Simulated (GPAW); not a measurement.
The system is BAs.

```
As B
1.0
     3.37785    0.00000    0.00000
     1.68892    2.92530    0.00000
     1.68892    0.97510    2.75800
As B
1 1
Direct
  0.75000 0.75000 0.75000
  0.00000 0.00000 0.00000
```

Program: GPAW 26.7.0. Alike in all runs: task band structure; cell as given; k mesh 8 × 8 × 8; cutoff (eV) 800; smearing fermi-dirac 0.05 eV.

Question: Order these runs on this cell by their pressure, lowest first.
A. level PW91; potentials or basis PAW data sets generated in the run's folder for this functional, pw; spin SOC, no magnetisation; band points 100; spin axis theta (degrees) 0; spin axis phi (degrees) 0
B. level LDA; potentials or basis PAW data sets generated in the run's folder for this functional, pw; spin off; band points 80
C. level rSCAN; potentials or basis GPAW PAW data sets (gpaw-data 1.2.1), pw; spin SOC, no magnetisation; band points 60; spin axis theta (degrees) 54.7; spin axis phi (degrees) 45

Answer: B (-3.5 GPa), C (0.5 GPa), A (3.2 GPa).

Caveats: spin-orbit coupling was added after a scalar SCF, so levels and gaps hold it while energy, forces, pressure and moments don't (some runs); the PAW data sets were made with another functional, which shifts forces and pressure a little (some runs).

Not every run made on this cell is shown here.
